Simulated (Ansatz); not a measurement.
Here is an Ansatz 0.2.0 calculation.

File input.yaml:

```yaml
crystal:
  lattice:
    - [0.0, 1.78337, 1.78337]
    - [1.78337, 0.0, 1.78337]
    - [1.78337, 1.78337, 0.0]
  atoms:
    - { symbol: C, position: [0.75, 0.75, 0.75] }
    - { symbol: C, position: [0.5, 0.5, 0.5] }
kpoints:
  mp_grid: { grid: [13, 13, 13] }
scf:
  occupations: { method: gaussian, width: 0.1 }
hamiltonian:
  xc: lda
  pseudopotentials: { kind: all_electron, lapw: { basis_error: 0.001 } }
output:
  forces: true
  stress: true
  eigenvalues: true
```

Potentials or basis: all-electron LAPW, scalar-relativistic.

Launch:

```sh
$ ansatz run input.yaml --threads 1 --pin off --max-ram 3072MiB --backend cpu --events-out ev --progress --plain --runs-dir out
```

Q: What does it give for the pressure?

A: -13.0 GPa.

Q: What does it give for the band gap on the k mesh?

A: 4.11 eV, indirect (least direct gap 5.55 eV).

Caveat: an odd mesh through Γ misses points on the zone boundary, where band edges often lie.
